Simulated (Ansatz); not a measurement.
Input and command of a plane-wave DFT calculation in Ansatz:

```yaml
crystal:
  lattice:
    - [-1.4084375779, 1.4084375779, 1.33242645]
    - [1.4084375779, -1.4084375779, 1.33242645]
    - [1.4084375779, 1.4084375779, -1.33242645]
  atoms:
    - { symbol: Cu, position: [0.0, 0.0, 0.0] }
basis:
  ecutwfc: 420
kpoints:
  mp_grid: { grid: [20, 20, 20] }
hamiltonian:
  xc: pbe
scf:
  occupations: { method: gaussian, width: 0.1 }
output:
  forces: true
  stress: true
  eigenvalues: true
relax:
  adjacent_minimum: "off"
  f_tol: 0.01
  max_steps: 30
  cell: { stress_tol: 0.1, fix: [volume] }
```

```bash
ansatz run input.yaml --threads 1 --pin off --max-ram 2560MiB --backend cpu --events-out ev --progress --plain --runs-dir out
```

Processor: AMD EPYC 9R45 96-Core Processor (Zen 5), 1 thread, on a host shared with other jobs.

Problem. Estimate time, memory and problem size.

Solution. About 8.4 s on 1 thread of AMD EPYC 9R45 96-Core Processor (Zen 5) (shared host), peak memory 0.47 GiB. It solves 14 bands at 641 k points (the mesh reduced by the symmetry that the task leaves, which can be less than the crystal's) with about 201 plane waves, in 16 SCF iterations over 4 ionic steps.
